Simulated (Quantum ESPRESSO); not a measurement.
**PbS (Galena): zone-centre phonons**

Which modes does PbS (Galena) have at the zone centre?

Method: DFT LDA, scalar-relativistic, plane waves, PseudoDojo norm-conserving pseudopotentials, in Quantum ESPRESSO 7.5.

The database entry behind the starting cell differs from later determinations by our own check (about 0.1 % short), so it need not match the best structure at ambient conditions.

## (1) Set-up

The structure is cubic, space group Fm-3m (No. 225). The conventional cell has a = 5.931 Å, b = 5.931 Å, c = 5.931 Å, α = 90.00°, β = 90.00°, γ = 90.00°. Nearest to Pb lie 6 S at 2.97 Å. Nearest to S lie 6 Pb at 2.97 Å. Farther neighbours and most contacts between anions are not listed.

## (2) A probe with smearing

A cheap run with smearing and empty bands tells whether the crystal has a gap, which decides between fixed occupations and smearing later on.

The input, probe.in:

```
&CONTROL
  calculation = 'scf'
  prefix      = 'x'
  outdir      = './tmp'
  pseudo_dir  = './pseudo'
  tprnfor     = .true.
  tstress     = .true.
  verbosity   = 'high'
/
&SYSTEM
  ibrav       = 0
  nat         = 2
  ntyp        = 2
  ecutwfc     = 56.0
  occupations = 'smearing'
  smearing    = 'gaussian'
  degauss     = 0.01
/
&ELECTRONS
  conv_thr         = 1.0d-07
  mixing_beta      = 0.7
  electron_maxstep = 100
/
ATOMIC_SPECIES
 Pb    207.2000  Pb.upf
 S      32.0600  S.upf
CELL_PARAMETERS angstrom
     0.000000000    2.965750000    2.965750000
     2.965750000    0.000000000    2.965750000
     2.965750000    2.965750000    0.000000000
ATOMIC_POSITIONS crystal
 Pb     0.000000000   0.000000000   0.000000000
 S      0.500000000   0.500000000   0.500000000
K_POINTS automatic
 6 6 6 0 0 0
```

Run with:

```sh
> OMP_NUM_THREADS=1 mpirun -n 4 pw.x -nk 4 -in probe.in > probe.out
```

The program printed:

```text
[banners, grids, parts of the stress and lines that vanish by symmetry left out]
Program PWSCF v.7.5
     Message from routine setup:
     using ibrav=0 with symmetry is DISCOURAGED, use correct ibrav instead
[...]
kinetic-energy cutoff     =      56.0000  Ry
     charge density cutoff     =     224.0000  Ry
     scf convergence threshold =      1.0E-07
[...]
Exchange-correlation= SLA  PW   NOGX NOGC
                           (   1   4   0   0   0   0   0)
[...]
48 Sym. Ops., with inversion, found
[...]
(     0          1          0      )
                  (     0          0          1      )
[...]
( -0.0000000  1.0000000  0.0000000 )
                  ( -0.0000000  0.0000000  1.0000000 )
[...]
(     1          0         -1      )
                  (     0          0         -1      )
[...]
(  0.0000000 -1.0000000 -0.0000000 )
[...]
(    -1          1          0      )
                  (     0          1         -1      )
[...]
( -1.0000000  0.0000000 -0.0000000 )
                  ( -0.0000000  1.0000000 -0.0000000 )
[...]
number of k points=    16  Gaussian smearing, width (Ry)=  0.0100
[...]
End of self-consistent calculation
[...]
the Fermi energy is     8.4878 ev
!    total energy              =    -162.71672653 Ry
[...]
convergence has been achieved in   7 iterations
[...]
atom    1 type  1   force =    -0.00000000   -0.00000000    0.00000000
     atom    2 type  2   force =     0.00000000   -0.00000000   -0.00000000
[...]
Total force =     0.000000     Total SCF correction =     0.000000
[...]
total   stress  (Ry/bohr**3)                   (kbar)     P=      -26.55
[...]
XML data file, charge density, pseudopotentials, collected wavefunctions

   JOB DONE.
```

Run time: 9.5 s. Hardware: 4 MPI ranks of Intel Xeon at 2.50GHz (Skylake/Cascade Lake), shared host.

Read from the output:

| Item | Value |
| --- | --- |
| volume per atom | 26.09 Å³ |
| pressure | -2.655 GPa |
| gap on the k-mesh | 0.2440 eV |

A gap of 0.24 eV on this mesh is too small to trust, so smearing is kept; the start stands at -2.7 GPa.

## (3) Relaxing the cell and atoms

The relaxation runs at a cutoff a fifth above that of the response, since stress converges more slowly with the basis than frequencies do. Forces and stress are brought to rest with tight thresholds.

The input, relax.in:

```
&CONTROL
  calculation   = 'vc-relax'
  prefix        = 'x'
  outdir        = './tmp'
  pseudo_dir    = './pseudo'
  tprnfor       = .true.
  tstress       = .true.
  forc_conv_thr = 2.0d-05
  etot_conv_thr = 1.0d-07
  nstep         = 40
/
&SYSTEM
  ibrav       = 0
  nat         = 2
  ntyp        = 2
  ecutwfc     = 67
  occupations = 'smearing'
  smearing    = 'gaussian'
  degauss     = 0.002
/
&ELECTRONS
  conv_thr         = 1.0d-11
  mixing_beta      = 0.7
  electron_maxstep = 100
/
&IONS
/
&CELL
  press_conv_thr = 0.2
/
ATOMIC_SPECIES
 Pb    207.2000  Pb.upf
 S      32.0600  S.upf
CELL_PARAMETERS angstrom
     0.000000000    2.965750000    2.965750000
     2.965750000    0.000000000    2.965750000
     2.965750000    2.965750000    0.000000000
ATOMIC_POSITIONS crystal
 Pb     0.000000000   0.000000000   0.000000000
 S      0.500000000   0.500000000   0.500000000
K_POINTS automatic
 10 10 10 0 0 0
```

Run with:

```sh
> OMP_NUM_THREADS=1 mpirun -n 4 pw.x -nk 4 -in relax.in > relax.out
```

The program printed:

```text
[banners, grids, parts of the stress and lines that vanish by symmetry left out]
[banner, memory and clock lines left out]
Program PWSCF v.7.5

[...]
kinetic-energy cutoff     =      67.0000  Ry
     charge density cutoff     =     268.0000  Ry
     scf convergence threshold =      1.0E-11
[...]
energy convergence thresh.=      1.0E-07
     force convergence thresh. =      2.0E-05
     press convergence thresh. =      2.0E-01
     Exchange-correlation= SLA  PW   NOGX NOGC
                           (   1   4   0   0   0   0   0)
[...]
48 Sym. Ops., with inversion, found
[...]
number of k points=    47  Gaussian smearing, width (Ry)=  0.0020
[...]
End of self-consistent calculation
[...]
the Fermi energy is     8.4883 ev
!    total energy              =    -162.71654494 Ry
[...]
convergence has been achieved in  10 iterations
[...]
atom    1 type  1   force =    -0.00000000   -0.00000000    0.00000000
     atom    2 type  2   force =     0.00000000   -0.00000000    0.00000000
     Total force =     0.000000     Total SCF correction =     0.000000
[...]
total   stress  (Ry/bohr**3)                   (kbar)     P=      -25.72
[...]
number of bfgs steps    =   0
[...]
CELL_PARAMETERS (angstrom)
[...]
ATOMIC_POSITIONS (crystal)
Pb               0.0000000000        0.0000000000       -0.0000000000
S                0.5000000000        0.5000000000        0.5000000000
[...]
New effective cutoffs (rho, wfc):  270.07   67.58
[...]
End of self-consistent calculation
[...]
the Fermi energy is     8.6940 ev
!    total energy              =    -162.71723626 Ry
[...]
convergence has been achieved in   7 iterations
[...]
atom    1 type  1   force =    -0.00000000    0.00000000   -0.00000000
     atom    2 type  2   force =     0.00000000    0.00000000    0.00000000
     Total force =     0.000000     Total SCF correction =     0.000000
[...]
total   stress  (Ry/bohr**3)                   (kbar)     P=      -18.44
[...]
number of bfgs steps    =   1
[...]
CELL_PARAMETERS (angstrom)
[...]
ATOMIC_POSITIONS (crystal)
Pb               0.0000000000       -0.0000000000        0.0000000000
S                0.5000000000        0.5000000000        0.5000000000
[...]
New effective cutoffs (rho, wfc):  273.66   68.48
[...]
End of self-consistent calculation
[...]
the Fermi energy is     9.0061 ev
!    total energy              =    -162.71782175 Ry
[...]
convergence has been achieved in   9 iterations
[...]
atom    1 type  1   force =    -0.00000000    0.00000000    0.00000000
     atom    2 type  2   force =     0.00000000    0.00000000   -0.00000000
     Total force =     0.000000     Total SCF correction =     0.000000
[...]
total   stress  (Ry/bohr**3)                   (kbar)     P=       -6.61
[...]
number of bfgs steps    =   2
[...]
CELL_PARAMETERS (angstrom)
[...]
ATOMIC_POSITIONS (crystal)
[...]
New effective cutoffs (rho, wfc):  275.66   68.98
[...]
End of self-consistent calculation
[...]
the Fermi energy is     9.1808 ev
!    total energy              =    -162.71790141 Ry
[...]
convergence has been achieved in   8 iterations
[...]
atom    1 type  1   force =    -0.00000000   -0.00000000    0.00000000
     atom    2 type  2   force =     0.00000000    0.00000000   -0.00000000
     Total force =     0.000000     Total SCF correction =     0.000000
[...]
total   stress  (Ry/bohr**3)                   (kbar)     P=        0.33
[...]
number of bfgs steps    =   3
[...]
CELL_PARAMETERS (angstrom)
[...]
ATOMIC_POSITIONS (crystal)
[...]
New effective cutoffs (rho, wfc):  275.57   68.96
[...]
End of self-consistent calculation
[...]
the Fermi energy is     9.1726 ev
!    total energy              =    -162.71790160 Ry
[...]
convergence has been achieved in   7 iterations
[...]
atom    1 type  1   force =     0.00000000    0.00000000    0.00000000
     atom    2 type  2   force =    -0.00000000   -0.00000000    0.00000000
     Total force =     0.000000     Total SCF correction =     0.000000
[...]
total   stress  (Ry/bohr**3)                   (kbar)     P=       -0.00
[...]
number of bfgs steps    =   4
[...]
small trust_radius: resetting bfgs history
[...]
CELL_PARAMETERS (angstrom)
[...]
ATOMIC_POSITIONS (crystal)
[...]
New effective cutoffs (rho, wfc):  275.57   68.96
[...]
End of self-consistent calculation
[...]
the Fermi energy is     9.1726 ev
!    total energy              =    -162.71790160 Ry
[...]
convergence has been achieved in   3 iterations
[...]
atom    1 type  1   force =    -0.00000000    0.00000000    0.00000000
     atom    2 type  2   force =     0.00000000    0.00000000   -0.00000000
     Total force =     0.000000     Total SCF correction =     0.000000
[...]
total   stress  (Ry/bohr**3)                   (kbar)     P=       -0.00
[...]
bfgs converged in   6 scf cycles and   5 bfgs steps
[...]
End of BFGS Geometry Optimization
     Final enthalpy           =    -162.7179015984 Ry
     File ./tmp/x.bfgs deleted, as requested
[...]
CELL_PARAMETERS (angstrom)
[...]
ATOMIC_POSITIONS (crystal)
Pb               0.0000000000       -0.0000000000       -0.0000000000
S                0.5000000000        0.5000000000        0.5000000000
[...]
Final scf calculation at the relaxed structure.
[...]
kinetic-energy cutoff     =      67.0000  Ry
     charge density cutoff     =     268.0000  Ry
     scf convergence threshold =      1.0E-13
[...]
press convergence thresh. =      2.0E-01
     Exchange-correlation= SLA  PW   NOGX NOGC
                           (   1   4   0   0   0   0   0)
[...]
48 Sym. Ops., with inversion, found
[...]
number of k points=    47  Gaussian smearing, width (Ry)=  0.0020
[...]
c_bands:  1 eigenvalues not converged
[...]
End of self-consistent calculation
[...]
the Fermi energy is     9.1726 ev
!    total energy              =    -162.71790108 Ry
[...]
convergence has been achieved in  11 iterations
[...]
atom    1 type  1   force =     0.00000000    0.00000000   -0.00000000
     atom    2 type  2   force =    -0.00000000   -0.00000000    0.00000000
     Total force =     0.000000     Total SCF correction =     0.000000
[...]
total   stress  (Ry/bohr**3)                   (kbar)     P=       -0.01
[...]
XML data file, charge density, pseudopotentials, collected wavefunctions
```

Run time: 4.8 min. Hardware: 4 MPI ranks.

The steps of the relaxation:

```tsv
step	energy less that of the first step (eV)	largest force (eV/Å)	pressure (GPa)	volume (Å³)
1	0.0000	0.0000	-2.57	52.17
2	-0.0094	0.0000	-1.84	51.49
3	-0.0174	0.0000	-0.66	50.48
4	-0.0185	0.0000	0.03	49.93
5	-0.0185	0.0000	0.00	49.96
6	-0.0185	0.0000	0.00	49.96
7	-0.0185	0.0000	0.00	49.96
```

```tsv
conventional cell, symmetrised	before	after	change
a (Å)	5.931	5.846	-1.4 %
b (Å)	5.931	5.846	-1.4 %
c (Å)	5.931	5.846	-1.4 %
volume (Å³/atom)	26.09	24.98	-4.2 %
```

Final coordinates:

```cif
data_structure
_symmetry_space_group_name_H-M 'P 1'
_symmetry_Int_Tables_number 1
_cell_length_a 4.1340
_cell_length_b 4.1340
_cell_length_c 4.1340
_cell_angle_alpha 60.000
_cell_angle_beta 60.000
_cell_angle_gamma 60.000
_cell_volume 49.96
loop_
_atom_site_label
_atom_site_type_symbol
_atom_site_fract_x
_atom_site_fract_y
_atom_site_fract_z
_atom_site_occupancy
Pb1 Pb 0.00000 0.00000 0.00000 1
S2 S 0.50000 0.50000 0.50000 1
```

The last row of the table of steps is pw.x's closing run on a basis chosen anew for the final cell, so its energy can jump.

Numbers from this step:

* volume per atom: 24.98 Å³
* pressure: -0.001 GPa
* gap on the k-mesh: 0.07800 eV

The volume changes by -4.2 % from the cell with which this run began.

## (4) Ground state

The response is built on this ground state, so it is converged far tighter than an energy would need. Smearing stays on, as the first look found no gap above 0.3 eV.

The input, scf.in:

```
&CONTROL
  calculation = 'scf'
  prefix      = 'x'
  outdir      = './tmp'
  pseudo_dir  = './pseudo'
  tprnfor     = .true.
  tstress     = .true.
/
&SYSTEM
  ibrav       = 0
  nat         = 2
  ntyp        = 2
  ecutwfc     = 56.0
  occupations = 'smearing'
  smearing    = 'gaussian'
  degauss     = 0.002
/
&ELECTRONS
  conv_thr         = 1.0d-12
  mixing_beta      = 0.7
  electron_maxstep = 100
/
ATOMIC_SPECIES
 Pb    207.2000  Pb.upf
 S      32.0600  S.upf
CELL_PARAMETERS angstrom
     0.000000000    2.923189136    2.923189136
     2.923189136    0.000000000    2.923189136
     2.923189136    2.923189136    0.000000000
ATOMIC_POSITIONS crystal
 Pb     0.000000000   0.000000000   0.000000000
 S      0.500000000   0.500000000   0.500000000
K_POINTS automatic
 10 10 10 0 0 0
```

Run with:

```sh
> OMP_NUM_THREADS=1 mpirun -n 4 pw.x -nk 4 -in scf.in > scf.out
```

The program printed:

```text
[banners, grids, parts of the stress and lines that vanish by symmetry left out]
[banner, memory and clock lines left out]
Program PWSCF v.7.5

[...]
kinetic-energy cutoff     =      56.0000  Ry
     charge density cutoff     =     224.0000  Ry
     scf convergence threshold =      1.0E-12
[...]
Exchange-correlation= SLA  PW   NOGX NOGC
                           (   1   4   0   0   0   0   0)
[...]
48 Sym. Ops., with inversion, found
[...]
number of k points=    47  Gaussian smearing, width (Ry)=  0.0020
[...]
End of self-consistent calculation
[...]
the Fermi energy is     9.1726 ev
!    total energy              =    -162.71785947 Ry
[...]
convergence has been achieved in  11 iterations
[...]
atom    1 type  1   force =    -0.00000000    0.00000000   -0.00000000
     atom    2 type  2   force =    -0.00000000   -0.00000000    0.00000000
     Total force =     0.000000     Total SCF correction =     0.000000
[...]
total   stress  (Ry/bohr**3)                   (kbar)     P=       -0.05
[...]
XML data file, charge density, pseudopotentials, collected wavefunctions
```

Run time: 36 s. Hardware: 4 MPI ranks; 1.7 min of CPU time.

This step gave:

```
pressure : -0.005 GPa
```

The cell stands at -0.005 GPa, close enough for phonons.

(Continued in part 2 of 2.)

[Host names and launcher messages were left out of these logs when they were recorded.]

[Logs are printed without paths, hosts, clocks, repeated set-up lines and the standing remarks that a program may print on its own settings, such as how far it seeks lower states.]

[Hosts, paths, dates, database ids (printed as entryN), source tags and the programs' standing remarks are cut or masked in the printed files.]
